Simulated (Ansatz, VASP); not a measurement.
## Two plane-wave programs on AlGaN2

The input POSCAR:

```
AlGaN2
1.0
    3.2351033602      0.0000000000      0.0000000000
    0.0000000000      3.2351033602      0.0000000000
    0.0000000000      0.0000000000      4.4901955091
Al Ga N
1 1 2
Direct
    0.5000000000      0.5000000000      0.5000000000
    0.0000000000      0.0000000000      0.0000000000
    0.5000000000      0.0000000000      0.7382648100
    0.0000000000      0.5000000000      0.2617351900
```

The input INCAR.step1:

```
SYSTEM = AlGaN2
PREC     = Accurate       ! precision mode
ENCUT    = 520            ! plane-wave cutoff, eV
ISMEAR   = 0              ! smearing method
SIGMA    = 0.05           ! smearing width, eV
LREAL    = .False.        ! projectors in reciprocal space
LASPH    = .True.         ! aspherical terms in the spheres
NELM     = 100            ! most SCF steps
NBANDS   = 21             ! bands
GGA      = PE             ! functional
ALGO     = Normal         ! electronic algorithm
EDIFF    = 1E-4           ! SCF threshold, eV
LWAVE    = .True.         ! write WAVECAR
LCHARG   = .False.        ! write CHGCAR
```

The input INCAR.step2:

```
SYSTEM = AlGaN2
PREC     = Accurate       ! precision mode
ENCUT    = 520            ! plane-wave cutoff, eV
EDIFF    = 1E-6           ! SCF threshold, eV
ISMEAR   = 0              ! smearing method
SIGMA    = 0.05           ! smearing width, eV
LREAL    = .False.        ! projectors in reciprocal space
LASPH    = .True.         ! aspherical terms in the spheres
NELM     = 100            ! most SCF steps
ALGO     = Normal         ! electronic algorithm
ISIF     = 2              ! what is computed and relaxed
LWAVE    = .False.        ! write WAVECAR
LCHARG   = .False.        ! write CHGCAR
METAGGA  = R2SCAN         ! meta-GGA
LMIXTAU  = .True.       
NBANDS   = 21             ! bands
ISTART   = 1
```

KPOINTS

```
Automatic mesh
0
Gamma
  8 8 6
  0 0 0
```

Input for Ansatz:

```yaml
crystal:
  lattice:
    - [3.2351033602, 0.0, 0.0]
    - [0.0, 3.2351033602, 0.0]
    - [0.0, 0.0, 4.4901955091]
  atoms:
    - { symbol: Al, position: [0.5, 0.5, 0.5] }
    - { symbol: Ga, position: [0.0, 0.0, 0.0] }
    - { symbol: "N", position: [0.5, 0.0, 0.73826481] }
    - { symbol: "N", position: [0.0, 0.5, 0.26173519] }
basis:
  ecutwfc: 500
kpoints:
  mp_grid: { grid: [8, 8, 6] }
hamiltonian:
  xc: r2scan
scf:
  occupations: { method: gaussian, width: 0.05 }
output:
  forces: true
  stress: true
  eigenvalues: true
```

Change from the starting cell: strain +0.030 along x and y, +0.015 along z, atoms carried along.

Alike in both runs: task single point; functional r2SCAN; k mesh 8 × 8 × 6; occupations gaussian, width 0.05 eV; no spin polarisation.

```csv
,VASP,Ansatz
version,VASP 6.6.1,Ansatz 0.2.0
potentials or method,"VASP PAW PBE potentials, release 64 (Al, Ga_d, N)","scalar-relativistic, plane waves, PAW"
plane-wave cutoff (eV),520,500
valence electrons in the cell,26,26
```

VASP gave:

* gap on the k mesh at the Fermi level (eV): 2.82
* least direct gap on the mesh (eV): 2.82
* pressure (GPa): -13.0
* largest component of the traceless stress (GPa): 1.43
* rms of the force components (eV/Å): 0.007

Task: What did Ansatz give for the same quantities?

Result: gap on the k mesh at the Fermi level (eV): 2.81; least direct gap on the mesh (eV): 2.81; pressure (GPa): -13.2; largest component of the traceless stress (GPa): 1.45; rms of the force components (eV/Å): 0.024.

Atom by atom the forces differ by 0.031 eV/Å (rms over components). With one functional, cell and mesh, what is left measures potentials, basis and numerics.

Caveats: the PAW data sets were made with another functional, which shifts forces and pressure a little (VASP).
